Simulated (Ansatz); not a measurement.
# ScAl3N4 (wurtzite Al12Sc4N16): relaxing cell and atoms and relaxing the atoms

The task, for ScAl3N4 (wurtzite Al12Sc4N16): 5 runs in a chain (relaxing cell and atoms and relaxing the atoms).

Program: Ansatz 0.2.0. Level of theory: DFT PBE, scalar-relativistic, plane waves, PAW. These are calculated values, not measurements.

## Step 1: The starting structure

The structure is monoclinic, space group Cm (No. 8). Conventional cell: a = 11.276 Å, b = 6.510 Å, c = 10.100 Å, α = 90.00°, β = 90.00°, γ = 90.00°. Al (site symmetry m) has 4 N at 1.93 to 1.97 Å as nearest neighbours. Al (site symmetry 1) is surrounded by 4 N at 1.93 to 1.97 Å. Only part of the 24 independent sites is listed.

Structure file:

```
CELL_PARAMETERS angstrom
6.51000 0.00000 0.00000
-3.25500 5.63783 0.00000
0.00000 0.00000 10.10000
ATOMIC_POSITIONS crystal
Al 0.33333 0.16667 0.75000
Al 0.16667 0.83333 0.00000
Al 0.33333 0.66667 0.25000
Al 0.16667 0.83333 0.50000
Al 0.33333 0.66667 0.75000
Al 0.66667 0.33333 0.00000
Al 0.83333 0.16667 0.25000
Al 0.66667 0.33333 0.50000
Al 0.83333 0.16667 0.75000
Al 0.66667 0.83333 0.00000
Al 0.83333 0.66667 0.25000
Al 0.83333 0.66667 0.75000
Sc 0.16667 0.33333 0.00000
Sc 0.33333 0.16667 0.25000
Sc 0.16667 0.33333 0.50000
Sc 0.66667 0.83333 0.50000
N 0.16667 0.33333 0.19100
N 0.33333 0.16667 0.44100
N 0.16667 0.33333 0.69100
N 0.33333 0.16667 0.94100
N 0.16667 0.83333 0.19100
N 0.33333 0.66667 0.44100
N 0.16667 0.83333 0.69100
N 0.33333 0.66667 0.94100
N 0.66667 0.33333 0.19100
N 0.83333 0.16667 0.44100
N 0.66667 0.33333 0.69100
N 0.83333 0.16667 0.94100
N 0.66667 0.83333 0.19100
N 0.83333 0.66667 0.44100
N 0.66667 0.83333 0.69100
N 0.83333 0.66667 0.94100
```

## Step 2: Relaxing cell and atoms: ScAl3N4 (wurtzite Al12Sc4N16), no spin

Input file input.yaml:

```yaml
crystal:
  lattice:
    - [6.51, 0.0, 0.0]
    - [-3.255, 5.6378253786, 0.0]
    - [0.0, 0.0, 10.1]
  atoms:
    - { symbol: Al, position: [0.3333333333, 0.1666666667, 0.75] }
    - { symbol: Al, position: [0.1666666667, 0.8333333333, 0.0] }
    - { symbol: Al, position: [0.3333333333, 0.6666666667, 0.25] }
    - { symbol: Al, position: [0.1666666667, 0.8333333333, 0.5] }
    - { symbol: Al, position: [0.3333333333, 0.6666666667, 0.75] }
    - { symbol: Al, position: [0.6666666667, 0.3333333333, 0.0] }
    - { symbol: Al, position: [0.8333333333, 0.1666666667, 0.25] }
    - { symbol: Al, position: [0.6666666667, 0.3333333333, 0.5] }
    - { symbol: Al, position: [0.8333333333, 0.1666666667, 0.75] }
    - { symbol: Al, position: [0.6666666667, 0.8333333333, 0.0] }
    - { symbol: Al, position: [0.8333333333, 0.6666666667, 0.25] }
    - { symbol: Al, position: [0.8333333333, 0.6666666667, 0.75] }
    - { symbol: Sc, position: [0.1666666667, 0.3333333333, 0.0] }
    - { symbol: Sc, position: [0.3333333333, 0.1666666667, 0.25] }
    - { symbol: Sc, position: [0.1666666667, 0.3333333333, 0.5] }
    - { symbol: Sc, position: [0.6666666667, 0.8333333333, 0.5] }
    - { symbol: "N", position: [0.1666666667, 0.3333333333, 0.191] }
    - { symbol: "N", position: [0.3333333333, 0.1666666667, 0.441] }
    - { symbol: "N", position: [0.1666666667, 0.3333333333, 0.691] }
    - { symbol: "N", position: [0.3333333333, 0.1666666667, 0.941] }
    - { symbol: "N", position: [0.1666666667, 0.8333333333, 0.191] }
    - { symbol: "N", position: [0.3333333333, 0.6666666667, 0.441] }
    - { symbol: "N", position: [0.1666666667, 0.8333333333, 0.691] }
    - { symbol: "N", position: [0.3333333333, 0.6666666667, 0.941] }
    - { symbol: "N", position: [0.6666666667, 0.3333333333, 0.191] }
    - { symbol: "N", position: [0.8333333333, 0.1666666667, 0.441] }
    - { symbol: "N", position: [0.6666666667, 0.3333333333, 0.691] }
    - { symbol: "N", position: [0.8333333333, 0.1666666667, 0.941] }
    - { symbol: "N", position: [0.6666666667, 0.8333333333, 0.191] }
    - { symbol: "N", position: [0.8333333333, 0.6666666667, 0.441] }
    - { symbol: "N", position: [0.6666666667, 0.8333333333, 0.691] }
    - { symbol: "N", position: [0.8333333333, 0.6666666667, 0.941] }
scf:
  occupations: { method: fixed }
output:
  forces: true
  stress: true
  eigenvalues: true
hamiltonian:
  xc: pbe
kpoints:
  mp_grid: { grid: [4, 4, 3] }
relax:
  f_tol: 0.01
  max_steps: 60
  cell: { stress_tol: 0.05 }
```

Launch:

```
ansatz run input.yaml --threads 8 --pin off --max-ram 20480MiB --backend cpu --events-out ev --progress --plain --runs-dir out
```

Standard output:

```text
Warning: RAYON_NUM_THREADS=8 ignored (pool sized by the plan → 8); use --threads N
Engine: ansatz 0.2.0, x86_64-unknown-linux-gnu
Pseudopotentials: kind: paw
Pseudopotential: Al, paw, valence charge 3, recommended cutoff 420 eV (normal), Al.paw.azcp
Pseudopotential: Sc, paw, valence charge 11, recommended cutoff 420 eV (normal), Sc.paw.azcp
Pseudopotential: N, paw, valence charge 5, recommended cutoff 420 eV (normal), N.paw.azcp
Functional definition: PBE
  parameter kappa = 0.804
  parameter beta = 0.06672455060314922
  exchange = pbe_x(kappa = kappa, mu = beta*pi^2/3)
  correlation = pbe_c(beta = beta)
Crystal: 32 atoms, lattice volume = 370.693 Å³
Basis set: ecut = 420 eV, 7209 PW (Γ), exchange–correlation on 90×90×144 points (8 copies of the dense FFT grid, shifted against one another)
Bands: 112, of which v1, the nominal top of the filled ones, is band 80 counted from 1 (79 counted from 0)
Symmetry: 2 space group operations
Space group: Cm (ITA 8), of the structure as read, at distance tolerance 7.2e-5 Å
k-points: 17 of 48 (time reversal used)
Non-local potential: Al, projectors of the file, l = 0: 2, l = 1: 2, l = 2: 1
Non-local potential: Sc, projectors of the file, l = 0: 3, l = 1: 2, l = 2: 3, l = 3: 1
Non-local potential: N, projectors of the file, l = 0: 2, l = 1: 2, l = 2: 1
PAW form: soft (Blöchl's): semilocal exchange-correlation on the pseudo side does not see the compensation charge
PAW one-centre angular grid: Al, 110 points (default); XC on 64 Gauss nodes
PAW one-centre angular grid: Sc, 590 points (default); XC on 64 Gauss nodes
PAW one-centre angular grid: N, 110 points (default); XC on 64 Gauss nodes
Initial density: superposition of atomic densities (neutral atoms: chi_scale 0, normalization atom), corrected by the library's trained network
Initial wavefunctions: pseudopotential atomic-orbital guess
Functional: x = pbe(κ = 0.804, μ = 0.2195149727645171), c = pbe(β = 0.06672455060314922)
SCF iter   1: F=—  HF=-21178.918565 eV  |F-HF|=—  |Δ(HF+E_count)|=         —  Δρ=2.43e-3  dr2=3.85e-2  ethr=1.77e-3  ⟨swp⟩=4.7  Hψ=7002  notcnv=0  defer=469
preconditioner: auto → Resta (q_TF=auto, 2.372 Å⁻¹)  ε∞=4.9  [insulator: Δε(μ)=3.605 eV  Ē_g=11.090 eV  n_scr=96 (ndim 8)  ℏωp=21.8 eV  f_vac=0.000  ε∞_Penn≈4.9]
SCF iter   2: F=—  HF=-21178.911154 eV  |F-HF|=—  |Δ(HF+E_count)|=   7.41e-3  Δρ=1.19e-3  dr2=6.85e-3  ethr=2.40e-5  ⟨swp⟩=2.4  Hψ=2564  notcnv=0  defer=507
SCF iter   3: F=—  HF=-21178.910738 eV  |F-HF|=—  |Δ(HF+E_count)|=   4.16e-4  Δρ=4.50e-4  dr2=1.00e-3  ethr=4.28e-6  ⟨swp⟩=2.0  Hψ=2325  notcnv=0  defer=510
SCF iter   4: F=—  HF=-21178.910674 eV  |F-HF|=—  |Δ(HF+E_count)|=   6.39e-5  Δρ=1.54e-4  dr2=9.85e-5  ethr=6.28e-7  ⟨swp⟩=2.0  Hψ=2359  notcnv=0  defer=508
SCF iter   5: F=—  HF=-21178.909090 eV  |F-HF|=—  |Δ(HF+E_count)|=   1.58e-3  Δρ=5.47e-5  dr2=1.27e-5  ethr=6.16e-8  ⟨swp⟩=2.0  Hψ=2679  notcnv=0  defer=447
SCF iter   6: F=—  HF=-21178.909090 eV  |F-HF|=—  |Δ(HF+E_count)|=   2.52e-7  Δρ=2.61e-5  dr2=2.65e-6  ethr=7.93e-9  ⟨swp⟩=2.0  Hψ=2555  notcnv=0  defer=450
SCF iter   7: F=—  HF=-21178.909090 eV  |F-HF|=—  |Δ(HF+E_count)|=   1.62e-7  Δρ=5.57e-6  dr2=1.08e-7  ethr=1.66e-9  ⟨swp⟩=2.0  Hψ=2478  notcnv=0  defer=451
SCF iter   8: F=-21178.909090 eV  HF=-21178.909090 eV  |F-HF|=1.91e-8  |Δ(HF+E_count)|=   6.85e-8  Δρ=2.87e-6  dr2=3.27e-8  ethr=6.25e-11  ⟨swp⟩=12.8  Hψ=9616  notcnv=0
SCF 1 converged in 8 iterations: F = -21178.909090 eV  dr2 = 3.27e-8
relax step   1: F+E_penalty+E_count = -21178.90909024 eV  Δ(F+E_penalty+E_count) = +0.000e0 eV  max|allowed force component| = 3.500e0 eV/Å  Δτ_max = 0.0000 Å  P = +2.241 GPa  Ω = 370.693 Å³  (8 SCF iters, dr2 threshold 1.00e-7 eV, accepted)
[... from here on, the SCF cycles and remarks between the steps are left out ...]
relax step   2: F+E_penalty+E_count = -21181.10571058 eV  Δ(F+E_penalty+E_count) = -2.197e0 eV  max|allowed force component| = 1.273e0 eV/Å  Δτ_max = 0.1166 Å  P = -1.254 GPa  Ω = 373.426 Å³  energy of the carried Pulay correction = -7.363e-3 eV  (7 SCF iters, dr2 threshold 3.20e-6 eV, accepted)
relax step   3: F+E_penalty+E_count = -21181.50380050 eV  Δ(F+E_penalty+E_count) = -3.981e-1 eV  max|allowed force component| = 5.098e-1 eV/Å  Δτ_max = 0.0611 Å  P = +0.407 GPa  Ω = 369.082 Å³  energy of the carried Pulay correction = +4.363e-3 eV  (7 SCF iters, dr2 threshold 3.20e-6 eV, accepted)
relax step   4: F+E_penalty+E_count = -21181.53811905 eV  Δ(F+E_penalty+E_count) = -3.432e-2 eV  max|allowed force component| = 1.284e-1 eV/Å  Δτ_max = 0.0468 Å  P = -0.179 GPa  Ω = 369.857 Å³  energy of the carried Pulay correction = +2.262e-3 eV  (6 SCF iters, dr2 threshold 3.20e-6 eV, accepted)
relax step   5: F+E_penalty+E_count = -21181.53908015 eV  Δ(F+E_penalty+E_count) = -9.611e-4 eV  max|allowed force component| = 1.294e-1 eV/Å  Δτ_max = 0.0108 Å  P = +0.033 GPa  Ω = 369.410 Å³  energy of the carried Pulay correction = +3.473e-3 eV  (6 SCF iters, dr2 threshold 1.03e-6 eV, rejected (line search))
relax step   6: F+E_penalty+E_count = -21181.54126206 eV  Δ(F+E_penalty+E_count) = -3.143e-3 eV  max|allowed force component| = 1.742e-2 eV/Å  Δτ_max = 0.0053 Å  P = -0.000 GPa  Ω = 369.470 Å³  energy of the carried Pulay correction = +3.310e-3 eV  (9 SCF iters, accepted)
relax step   7: F+E_penalty+E_count = -21181.54132991 eV  Δ(F+E_penalty+E_count) = -6.785e-5 eV  max|allowed force component| = 1.577e-3 eV/Å  Δτ_max = 0.0019 Å  P = +0.001 GPa  Ω = 369.465 Å³  energy of the carried Pulay correction = +3.324e-3 eV  (5 SCF iters, dr2 threshold 1.90e-8 eV, accepted)
relax step   8: F+E_penalty+E_count = -21181.53919347 eV  Δ(F+E_penalty+E_count) = +2.136e-3 eV  max|allowed force component| = 1.835e-3 eV/Å  Δτ_max = 0.0000 Å  P = -0.011 GPa  Ω = 369.465 Å³  stress off target by 4.09e-2 GPa  SCF on the basis re-selected at this cell (its energy is not comparable with the rows above)  (5 SCF iters)
basis re-selected at this cell: Δ(F+E_penalty+E_count) = +2.136e-3 eV, ΔP = -0.012 GPa vs the last step (what re-selecting the basis moved, of the pressure what is left beyond the Pulay correction that the steps carried, after the strain that the cell walked since its last selection, with what the two solves' SCF thresholds leave and, on support functions, any second-order correction that the steps lacked; it is no measure of the basis error at this ecutwfc). This SCF's stress stands 4.09e-2 GPa from its target on what of the cell is left free (relax.cell.stress_tol is 5.00e-2 GPa) and its largest allowed force component is 1.84e-3 eV/Å (relax.f_tol is 1.00e-2 eV/Å): within both
SCF converged after 5 iterations
Free energy (F): -21181.539193 eV
Harris-Foulkes:  -21181.539193 eV  (|F-HF|=4.00e-11)
Internal energy: -21181.539193 eV  (E = F + TS)
E sigma→0 (E₀):  -21181.539193 eV
Fermi energy:    7.335137 eV
--- Per-component energies (eV) ---
  E_band       = -422.144261
  E_kinetic    = 3478.969132
  E_local      = -7686.915960  (includes V_loc(G=0)·N_el)
  E_nonlocal   = 1166.607045
  E_hartree    = 2777.353677
  E_xc         = -1883.307049
  E_vxc        = -2122.720289  (∫ρ·V_xc dr)
  E_paw        = -11467.315527  (= ΣΔE_a)
  E_vpaw       = -812.793112  (= ΣTr[D̂ρ^β])
  E_aug_tail   = 0.001599  (compensation charges beyond the density's cutoff)
  E_ewald      = -7566.932111
  E_smearing   = -0.000000  (= −TS)
  E_closure    = -0.000000  (closes the sum)
  Σ components = -21181.539193   (vs F -21181.539193, Δ=0.00e0)
--- Forces (eV/Å), atoms counted from 1 ---
  atom   1  Al     0.00023581    -0.00013615     0.00053018
  atom   2  Al     0.00012554     0.00023073    -0.00068187
  atom   3  Al     0.00003287     0.00021094     0.00036989
  atom   4  Al     0.00034893     0.00034953     0.00064280
  atom   5  Al    -0.00048055     0.00070567     0.00067923
  atom   6  Al    -0.00013705    -0.00022408    -0.00068187
  atom   7  Al    -0.00016625    -0.00013394     0.00036989
  atom   8  Al    -0.00012824    -0.00047695     0.00064280
  atom   9  Al    -0.00085140     0.00006333     0.00067923
  atom  10  Al    -0.00011695     0.00006752    -0.00027236
  atom  11  Al    -0.00026755     0.00015447    -0.00046420
  atom  12  Al     0.00043314    -0.00025007     0.00089205
  atom  13  Sc     0.00037146    -0.00021446    -0.00117844
  atom  14  Sc    -0.00023227     0.00013410    -0.00009940
  atom  15  Sc     0.00031487    -0.00018179     0.00082130
  atom  16  Sc     0.00129989    -0.00075049     0.00128297
  atom  17  N      0.00029263    -0.00016895     0.00111656
  atom  18  N     -0.00030863     0.00017819     0.00023348
  atom  19  N     -0.00003209     0.00001853    -0.00048489
  atom  20  N     -0.00001325     0.00000765    -0.00029601
  atom  21  N     -0.00044871    -0.00057526     0.00028710
  atom  22  N     -0.00069052     0.00008564    -0.00050345
  atom  23  N      0.00035082    -0.00039695    -0.00121807
  atom  24  N     -0.00018906    -0.00013345    -0.00042787
  atom  25  N      0.00027384     0.00067623     0.00028710
  atom  26  N     -0.00041943     0.00055519    -0.00050345
  atom  27  N      0.00051918    -0.00010534    -0.00121807
  atom  28  N      0.00002104     0.00023046    -0.00042787
  atom  29  N      0.00028209    -0.00016287     0.00074621
  atom  30  N     -0.00028535     0.00016474     0.00046486
  atom  31  N     -0.00027022     0.00015601    -0.00183682
  atom  32  N      0.00014510    -0.00008377     0.00019969
  max |Σ_I F_I| component: 4.93e-5 eV/Å
--- Stress (GPa, compression-positive) ---
       -0.031027      -0.005690      -0.004342
       -0.005690      -0.037597       0.002507
       -0.004340       0.002506       0.035960
  P = ⅓ Tr σ = -0.0109 GPa (-0.109 kbar)
--- Band table (eV; the first three rows and the last of 17) ---
  k-point 0: bands = ["-39.5726", "-39.4859", "-39.4669", "-39.4113", "-18.5161", "-18.4045", "-18.3429", "-18.3089", "-18.2738", "-18.2541", "-18.2488", "-18.2032", "-18.1923", "-18.1756", "-18.1643", "-18.1251", "-7.0093", "-6.2386", "-6.0553", "-5.4920", "-5.3831", "-5.2557", "-5.1251", "-5.1194", "-5.0534", "-4.9243", "-4.8830", "-4.8441", "-4.7695", "-4.6126", "-4.5330", "-4.4390", "2.0194", "2.0629", "2.0935", "2.2661", "2.2709", "2.4465", "2.6171", "2.8495", "3.4580", "3.4888", "3.8410", "4.0782", "4.1632", "4.3005", "4.5289", "4.7634", "4.9335", "5.2388", "5.2479", "5.4922", "5.5616", "5.7036", "5.7349", "5.8824", "5.9145", "5.9259", "5.9750", "6.0482", "6.0666", "6.2375", "6.2385", "6.3641", "6.4229", "6.4288", "6.4624", "6.4829", "6.5800", "6.6535", "6.6784", "6.7577", "6.7806", "6.8242", "6.8534", "6.9856", "7.0304", "7.0317", "7.2204", "7.3249", "10.9271", "11.3182", "11.4782", "11.5160", "11.6262", "11.8698", "11.8889", "11.9748", "12.0945", "12.1488", "12.1964", "12.2935", "12.6035", "12.6209", "12.6788", "12.7454", "12.8581", "13.0370", "13.2089", "13.5288", "13.5745", "13.5870", "13.9565", "14.1804", "14.2131", "14.7666", "14.9807", "15.0122", "15.3000", "15.3643", "15.4245", "15.4821"]
[... 3 lines left out ...]
--- Relaxed structure (7 steps of the walk, 6 accepted, 1 SCFs on fresh bases) ---
  F+E_penalty+E_count = -21181.53919347 eV   max|allowed force component| = 1.835e-3 eV/Å   (the final SCF, on the basis selected at the relaxed cell)
  cell:  # Å, volume = 369.4653 Å³
    - [6.4856201460677605, -0.008803282437996754, -0.0045561159699378136]
    - [-3.2504339392618746, 5.612310164571824, 0.0045561159699378136]
    - [-0.007068628463355882, 0.004081074546119969, 10.158329741630336]
  atoms:
    - { symbol: Al, position: [0.3371823978821136, 0.1628176021178864, 0.7508036450332976] }
    - { symbol: Al, position: [0.16695468855096685, 0.8308198482978727, -0.0031931557544591246] }
    - { symbol: Al, position: [0.32816185256930075, 0.666886094009719, 0.24568737843204905] }
    - { symbol: Al, position: [0.16449669525367347, 0.8310984027930832, 0.5021917604030292] }
    - { symbol: Al, position: [0.3373812620710643, 0.6744225764504083, 0.7548522848156646] }
    - { symbol: Al, position: [0.6691801517021275, 0.3330453114490334, -0.0031931557544591246] }
    - { symbol: Al, position: [0.833113905990281, 0.17183814743069936, 0.24568737843204902] }
    - { symbol: Al, position: [0.6689015972069169, 0.3355033047463267, 0.5021917604030293] }
    - { symbol: Al, position: [0.8255774235495917, 0.16261873792893575, 0.7548522848156645] }
    - { symbol: Al, position: [0.6660727703078815, 0.8339272296921184, 0.000525513665155948] }
    - { symbol: Al, position: [0.8381444435258918, 0.6618555564741082, 0.24583232402627095] }
    - { symbol: Al, position: [0.8333016073087915, 0.6666983926912083, 0.7522759928686366] }
    - { symbol: Sc, position: [0.16613355748018688, 0.33386644251981323, -0.011022766468943354] }
    - { symbol: Sc, position: [0.3373584061042032, 0.16264159389579683, 0.24730486550461164] }
    - { symbol: Sc, position: [0.16243644156990722, 0.3375635584300928, 0.5018547283471297] }
    - { symbol: Sc, position: [0.6658594658302353, 0.8341405341697645, 0.4922897257397852] }
    - { symbol: N, position: [0.1602073099350859, 0.3397926900649142, 0.1976834468866429] }
    - { symbol: N, position: [0.3406359341033338, 0.15936406589666627, 0.45355683701420174] }
    - { symbol: N, position: [0.16602712857969912, 0.33397287142030097, 0.7138448542582557] }
    - { symbol: N, position: [0.34498869045006936, 0.1550113095499307, 0.9404478920988251] }
    - { symbol: N, position: [0.15688983022991457, 0.8140719818609754, 0.1833514387909946] }
    - { symbol: N, position: [0.32126485550762574, 0.6784815406031571, 0.4330231533286839] }
    - { symbol: N, position: [0.16454091643813526, 0.8301314521791738, 0.6930922540949863] }
    - { symbol: N, position: [0.3456688944167364, 0.6894735759272572, 0.9406611493809468] }
    - { symbol: N, position: [0.6859280181390245, 0.34311016977008546, 0.1833514387909946] }
    - { symbol: N, position: [0.8215184593968431, 0.17873514449237426, 0.4330231533286839] }
    - { symbol: N, position: [0.6698685478208263, 0.33545908356186493, 0.6930922540949862] }
    - { symbol: N, position: [0.8105264240727427, 0.1543311055832636, 0.9406611493809469] }
    - { symbol: N, position: [0.6680592865118955, 0.8319407134881047, 0.19402173090843985] }
    - { symbol: N, position: [0.8435982812174968, 0.6564017187825035, 0.43635866097824033] }
    - { symbol: N, position: [0.6672271952181116, 0.8327728047818883, 0.6995828443616197] }
    - { symbol: N, position: [0.8327935610593272, 0.6672064389406729, 0.94130717779404] }
```

Wall time 88 s (8 threads of Intel Xeon Platinum 8259CL at 2.50GHz (Skylake/Cascade Lake), shared host); peak memory 2.1 GiB.

Step by step:

```csv
step,energy from step 1 (eV/cell),largest force component (eV/Å),pressure (GPa),volume (Å³)
1,0.0000,3.5001,2.24,370.69
2,-2.1966,1.2731,-1.25,373.43
3,-2.5947,0.5098,0.41,369.08
4,-2.6290,0.1284,-0.18,369.86
5,-2.6300,0.1294,0.03,369.41
6,-2.6322,0.0174,0.00,369.47
7,-2.6322,0.0016,0.00,369.47
8,-2.6301,0.0018,-0.01,369.47
```

Step 1 is the start. Step 8 repeats the geometry before it on a plane-wave basis chosen anew for that cell, so its energy need not be comparable with the rows above. Step 5 was tried and not accepted.

|  | before | after | change |
| --- | --- | --- | --- |
| a (Å) | 6.510 | 6.486 | -0.4 % |
| b (Å) | 6.510 | 6.486 | -0.4 % |
| c (Å) | 10.100 | 10.158 | +0.6 % |
| α (°) | 90.00 | 89.92 | -0.1 % |
| β (°) | 90.00 | 90.08 | +0.1 % |
| γ (°) | 120.00 | 120.16 | +0.1 % |
| volume (Å³/atom) | 11.58 | 11.55 | -0.3 % |
| shortest distance (Å) | 1.929 | 1.877 | -2.7 % |
| space group (0.01 Å) | Cm | Cm | same |

Forces and stress were held to the start's 2 operations: a distortion of lower symmetry was not tested.

(Part 1 of 2 ends here.)
